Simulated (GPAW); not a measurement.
# Pt (P6_3/mmc) in GPAW: a series of runs

The runs below take Pt through relaxation of cell and atoms, with PBEsol.

Everything below comes from runs of GPAW 26.7.0. Logs are shortened: lines on timing, memory, paths and dates and some standing lists are left out, and cuts for length are marked. The log counts tension as positive stress, the text compression.

### 1 The structure

Symmetry: P6_3/mmc, No. 194, hexagonal system. Conventional cell: a = 2.761 Å, b = 2.761 Å, c = 4.792 Å, α = 90.00°, β = 90.00°, γ = 120.00°. Around Pt (site symmetry -6m2) lie 12 Pt at 2.76 to 2.88 Å.

This isn't the form of Pt at room conditions, which is fcc.

### 2 Relaxation of cell and atoms, PBEsol

Input file run.py:

```python
from ase import Atoms
from ase.filters import FrechetCellFilter
from ase.io import write
from ase.optimize import BFGS
from gpaw import GPAW, PW, setup_paths

setup_paths.insert(0, '.')

atoms = Atoms(['Pt', 'Pt'],
              cell=[[2.7606656158, 0.0, 0.0],
                    [-1.3803328079, 2.3908065546, 0.0],
                    [0.0, 0.0, 4.792134]],
              scaled_positions=[[0.3333333333, 0.6666666667, 0.25],
                                [0.6666666667, 0.3333333333, 0.75]],
              pbc=True)

calc = GPAW(mode=PW(600),
            xc='PBEsol',
            kpts={'size': (8, 8, 4), 'gamma': True},
            occupations={'name': 'fermi-dirac', 'width': 0.05},
            nbands=29,
            convergence={'density': 1e-05, 'forces': 0.0001},
            maxiter=150,
            txt='gpaw.txt')
atoms.calc = calc
opt = BFGS(FrechetCellFilter(atoms), trajectory='relax.traj', logfile='-')
done = opt.run(fmax=0.02, steps=60)
calc.write('gs.gpw')
write('result.traj', atoms)
print('Converged:', done)
print('Cell:', atoms.cell.cellpar().round(4))
print('Volume:', round(atoms.get_volume(), 4))
print(atoms.get_scaled_positions().round(5))
```

Potentials or basis: PAW data sets generated in the run's folder for this functional, pw.

Started as:

```
gpaw-setup -f PBEsol Pt
OMP_NUM_THREADS=1 python run.py
```

gpaw.txt:

```text
__  _  _
 | _ |_)|_||  |
 |__||  | ||/\| - 26.7.0

Input parameters:
  mode=PW(ecut=600.0),
  convergence={'density': 1e-05, 'forces': 0.0001},
  kpts=MonkhorstPack(size=(8, 8, 4), gamma=True),
  maxiter=150,
  nbands=29,
  occupations=Occupations(name='fermi-dirac', width=0.05),
  xc=XC(name='PBEsol')

Diagonalizing LCAO Hamiltonian
Converting LCAO to pw mode

          Pt

        Pt

Atoms  # Å, Bohr magnetons
|   | symbol |         x |        y |        z |    initial magnetic moments |
|---|--------|-----------|----------|----------|-----------------------------|
| 0 |     Pt | -0.000000 | 1.593871 | 1.198033 | ( 0.0000,  0.0000,  0.0000) |
| 1 |     Pt |  1.380333 | 0.796936 | 3.594100 | ( 0.0000,  0.0000,  0.0000) |

Unit cell  # Å
| periodic |         x |        y |        z |  lengths |     angles |
|----------|-----------|----------|----------|----------|------------|
|      yes |  2.760666 | 0.000000 | 0.000000 | 2.760666 |  90.000000 |
|      yes | -1.380333 | 2.390807 | 0.000000 | 2.760666 |  90.000000 |
|      yes |  0.000000 | 0.000000 | 4.792134 | 4.792134 | 120.000000 |

Number of symmetries: 12
Symmetry operations  # r_c * U_cc + t_c -> r_c
|    | kind |            matrix            |
|----|------|------------------------------|
|  0 |  σ   |  1, 1, 0,  0,-1, 0,  0, 0, 1 |
|  1 |  S6  |  1, 1, 0, -1, 0, 0,  0, 0,-1 |
|  2 |  E   |  1, 0, 0,  0, 1, 0,  0, 0, 1 |
|  3 |  C2  |  1, 0, 0, -1,-1, 0,  0, 0,-1 |
|  4 |  C2  |  0, 1, 0,  1, 0, 0,  0, 0,-1 |
|  5 |  C3  |  0, 1, 0, -1,-1, 0,  0, 0, 1 |
|  6 |  S6  |  0,-1, 0,  1, 1, 0,  0, 0,-1 |
|  7 |  σ   |  0,-1, 0, -1, 0, 0,  0, 0, 1 |
|  8 |  σ   | -1, 0, 0,  1, 1, 0,  0, 0, 1 |
|  9 |  i   | -1, 0, 0,  0,-1, 0,  0, 0,-1 |
| 10 |  C3  | -1,-1, 0,  1, 0, 0,  0, 0, 1 |
| 11 |  C2  | -1,-1, 0,  0, 1, 0,  0, 0,-1 |
[... 148 lines left out ...]
|         10 |         7.623 |     2.000 |
|         11 |         7.985 |     2.000 |
|         12 |         7.985 |     2.000 |
|         13 |         9.223 |     2.000 |
|         14 |         9.223 |     2.000 |
|         15 |        10.266 |     2.000 |
[... 8 lines left out ...]
|         24 |        33.917 |     0.000 |
|         25 |        33.917 |     0.000 |
|        ... |               |           |
|         28 |        35.777 |     0.000 |

No gap
No difference between direct/indirect transitions

Stress tensor  # eV/Ang^3
|         x |         y |        z |
|-----------|-----------|----------|
|  0.059628 | -0.000000 | 0.000000 |
| -0.000000 |  0.059628 | 0.000000 |
|  0.000000 |  0.000000 | 0.078327 |

Forces  # eV/Ang
|        x |        y |        z |
|----------|----------|----------|
|  0.00000 |  0.00000 |  0.00000 |  # Pt   0
| -0.00000 | -0.00000 | -0.00000 |  # Pt   1

Interpolating wave functions to new cell

          Pt

        Pt

Atoms  # Å, Bohr magnetons
|   | symbol |         x |        y |        z |    initial magnetic moments |
|---|--------|-----------|----------|----------|-----------------------------|
| 0 |     Pt | -0.000000 | 1.583171 | 1.187480 | ( 0.0000,  0.0000,  0.0000) |
| 1 |     Pt |  1.371067 | 0.791586 | 3.562440 | ( 0.0000,  0.0000,  0.0000) |
[... 171 lines left out ...]
|         10 |         7.928 |     2.000 |
|         11 |         8.309 |     2.000 |
|         12 |         8.309 |     2.000 |
|         13 |         9.568 |     2.000 |
|         14 |         9.568 |     2.000 |
|         15 |        10.610 |     2.000 |
[... 8 lines left out ...]
|         24 |        34.459 |     0.000 |
|         25 |        34.459 |     0.000 |
|        ... |               |           |
|         28 |        36.500 |     0.000 |

No gap
No difference between direct/indirect transitions

Stress tensor  # eV/Ang^3
|        x |         y |         z |
|----------|-----------|-----------|
| 0.026118 |  0.000000 |  0.000000 |
| 0.000000 |  0.026118 | -0.000000 |
| 0.000000 | -0.000000 |  0.048806 |

Forces  # eV/Ang
|        x |        y |        z |
|----------|----------|----------|
| -0.00000 | -0.00000 | -0.00005 |  # Pt   0
|  0.00000 |  0.00000 |  0.00005 |  # Pt   1

Interpolating wave functions to new cell

          Pt

        Pt

Atoms  # Å, Bohr magnetons
|   | symbol |         x |        y |        z |    initial magnetic moments |
|---|--------|-----------|----------|----------|-----------------------------|
| 0 |     Pt | -0.000000 | 1.573473 | 1.174071 | ( 0.0000,  0.0000,  0.0000) |
| 1 |     Pt |  1.362667 | 0.786736 | 3.522218 | ( 0.0000,  0.0000,  0.0000) |
[... 171 lines left out ...]
|         10 |         8.261 |     2.000 |
|         11 |         8.666 |     2.000 |
|         12 |         8.666 |     2.000 |
|         13 |         9.919 |     2.000 |
|         14 |         9.919 |     2.000 |
|         15 |        11.009 |     2.000 |
[... 8 lines left out ...]
|         24 |        35.027 |     0.000 |
|         25 |        35.027 |     0.000 |
|        ... |               |           |
|         28 |        37.244 |     0.000 |

No gap
No difference between direct/indirect transitions

Stress tensor  # eV/Ang^3
|         x |         y |        z |
|-----------|-----------|----------|
| -0.012082 | -0.000000 | 0.000000 |
| -0.000000 | -0.012082 | 0.000000 |
|  0.000000 |  0.000000 | 0.010599 |

Forces  # eV/Ang
|        x |        y |        z |
|----------|----------|----------|
| -0.00000 |  0.00000 | -0.00001 |  # Pt   0
|  0.00000 | -0.00000 |  0.00001 |  # Pt   1

Interpolating wave functions to new cell

          Pt

        Pt

Atoms  # Å, Bohr magnetons
|   | symbol |         x |        y |        z |    initial magnetic moments |
|---|--------|-----------|----------|----------|-----------------------------|
| 0 |     Pt | -0.000000 | 1.575144 | 1.172453 | ( 0.0000,  0.0000,  0.0000) |
| 1 |     Pt |  1.364114 | 0.787572 | 3.517366 | ( 0.0000,  0.0000,  0.0000) |

Unit cell  # Å
| periodic |         x |        y |         z |  lengths |     angles |
|----------|-----------|----------|-----------|----------|------------|
|      yes |  2.728229 | 0.000000 |  0.000000 | 2.728229 |  90.000000 |
|      yes | -1.364114 | 2.362715 | -0.000000 | 2.728229 |  90.000000 |
|      yes | -0.000000 | 0.000000 |  4.689819 | 4.689819 | 120.000000 |

Number of symmetries: 12
Symmetry operations  # r_c * U_cc + t_c -> r_c
|    | kind |            matrix            |
|----|------|------------------------------|
|  0 |  σ   |  1, 1, 0,  0,-1, 0,  0, 0, 1 |
|  1 |  S6  |  1, 1, 0, -1, 0, 0,  0, 0,-1 |
|  2 |  E   |  1, 0, 0,  0, 1, 0,  0, 0, 1 |
|  3 |  C2  |  1, 0, 0, -1,-1, 0,  0, 0,-1 |
|  4 |  C2  |  0, 1, 0,  1, 0, 0,  0, 0,-1 |
|  5 |  C3  |  0, 1, 0, -1,-1, 0,  0, 0, 1 |
|  6 |  S6  |  0,-1, 0,  1, 1, 0,  0, 0,-1 |
|  7 |  σ   |  0,-1, 0, -1, 0, 0,  0, 0, 1 |
|  8 |  σ   | -1, 0, 0,  1, 1, 0,  0, 0, 1 |
|  9 |  i   | -1, 0, 0,  0,-1, 0,  0, 0,-1 |
| 10 |  C3  | -1,-1, 0,  1, 0, 0,  0, 0, 1 |
| 11 |  C2  | -1,-1, 0,  0, 1, 0,  0, 0,-1 |
[... 146 lines left out ...]
|         10 |         8.253 |     2.000 |
|         11 |         8.662 |     2.000 |
|         12 |         8.662 |     2.000 |
|         13 |         9.889 |     2.000 |
|         14 |         9.889 |     2.000 |
|         15 |        11.015 |     2.000 |
[... 8 lines left out ...]
|         24 |        34.994 |     0.000 |
|         25 |        34.994 |     0.000 |
|        ... |               |           |
|         28 |        37.189 |     0.000 |

No gap
No difference between direct/indirect transitions

Stress tensor  # eV/Ang^3
|         x |         y |         z |
|-----------|-----------|-----------|
| -0.009158 |  0.000000 |  0.000000 |
|  0.000000 | -0.009158 | -0.000000 |
|  0.000000 | -0.000000 |  0.009898 |

Forces  # eV/Ang
|        x |        y |        z |
|----------|----------|----------|
|  0.00000 | -0.00000 |  0.00000 |  # Pt   0
| -0.00000 |  0.00000 | -0.00000 |  # Pt   1

Interpolating wave functions to new cell

          Pt

        Pt

Atoms  # Å, Bohr magnetons
|   | symbol |         x |        y |        z |    initial magnetic moments |
|---|--------|-----------|----------|----------|-----------------------------|
| 0 |     Pt | -0.000000 | 1.582457 | 1.162202 | ( 0.0000,  0.0000,  0.0000) |
| 1 |     Pt |  1.370448 | 0.791228 | 3.486610 | ( 0.0000,  0.0000,  0.0000) |
[... 134 lines left out ...]
SCF iterations
|iter     | |      energy | eigst |  dens |force |
|---------|-|-------------|-------|-------|------|
|iter:   1| |  -14.440821 | -1.47 |       |      |
|iter:   2| |  -14.440027 | -4.65 | -2.29 |      |
|iter:   3| |  -14.434972c| -3.98 | -2.32 |      |
|iter:   4| |  -14.434891c| -5.73 | -2.89 |      |
|iter:   5| |  -14.434900c| -6.80 | -3.46 |      |
|iter:   6| |  -14.434900c| -8.22c| -4.50 |      |
|iter:   7| |  -14.434900c| -7.97c| -4.95 |      |
|iter:   8| |  -14.434900c| -8.70c| -5.76c|      |
|iter:   9| |  -14.434900c| -9.45c| -6.25c|-3.84 |
|iter:  10| |  -14.434900c|-10.04c| -6.72c|-4.75c|

Converged in 10 steps
Energy contributions relative to reference atoms: (reference = -1000471.182002)

Energy contributions:
  Kinetic:         -15.027499
  Coulomb:          11.423054
  Zero:             -1.157027
  External:          0.000000
  Xc:               -9.657032
  Entropy:          -0.032793
  Spinorbit:         0.000000
  ----------------------------
  Free energy:     -14.451296
  Extrapolated:    -14.434900

dipole moment: (0.000001, 0.000001, 0.000002)  # |e|*Ang

Fermi level: 11.849
Eigenvalues  # (at kpt = [0.000, 0.000, 0.000])
| band index |      eig [eV] | occ [0-2] |
|------------|---------------|-----------|
|          0 |       -41.013 |     2.000 |
|        ... |               |           |
|         10 |         8.256 |     2.000 |
|         11 |         8.688 |     2.000 |
|         12 |         8.688 |     2.000 |
|         13 |         9.785 |     2.000 |
|         14 |         9.785 |     2.000 |
|         15 |        11.111 |     2.000 |
[... 8 lines left out ...]
|         24 |        34.909 |     0.000 |
|         25 |        34.909 |     0.000 |
|        ... |               |           |
|         28 |        37.010 |     0.000 |

No gap
No difference between direct/indirect transitions

Stress tensor  # eV/Ang^3
|         x |         y |         z |
|-----------|-----------|-----------|
| -0.000324 | -0.000000 |  0.000000 |
|  0.000000 | -0.000324 | -0.000000 |
|  0.000000 | -0.000000 |  0.000067 |

Forces  # eV/Ang
|        x |        y |        z |
|----------|----------|----------|
| -0.00000 |  0.00000 |  0.00002 |  # Pt   0
| -0.00000 | -0.00000 | -0.00002 |  # Pt   1

# Writing to gs.gpw (mode='')
```

Wall time 35 s (1 thread of AMD EPYC 9R45 (Zen 5), shared host); peak memory 0.23 GiB.

What came out:

- Free energy: -14.4513 eV
- Relaxed volume: 15.12 Å³/atom
- Relaxed cell: a = 2.741 Å, b = 2.741 Å, c = 4.649 Å, α = 90.00°, β = 90.00°, γ = 120.00°
- Space group after relaxing (to 0.05 Å): P6_3/mmc (No. 194)
- Energy gained by relaxing: 26.6 meV/atom
- Ionic steps: 5
- Pressure after relaxing: 0.0 GPa
- Band gap on the k mesh: none (metal or under the smearing width)

The path:
| step | energy change (eV) | largest force (eV/Å) | pressure (GPa) | volume (Å³) |
| --- | --- | --- | --- | --- |
| 1 | 0.0000 | 0.0000 | -10.55 | 31.63 |
| 2 | -0.0362 | 0.0000 | -5.40 | 30.93 |
| 3 | -0.0499 | 0.0000 | 0.72 | 30.21 |
| 4 | -0.0509 | 0.0000 | 0.45 | 30.23 |
| 5 | -0.0533 | 0.0000 | 0.03 | 30.25 |

Final structure:
```xyz
2
Lattice="2.7409 0.0000 0.0000 -1.3704 2.3737 0.0000 0.0000 0.0000 4.6488" Properties=species:S:1:pos:R:3 pbc="T T T"
Pt    0.0000    1.5825    1.1622
Pt    1.3704    0.7912    3.4866
```

Caveat: later steps reuse the first step's grids. The run has no spin-orbit coupling, so splittings on Pt are missing.

(Continued in part 2 of 2.)
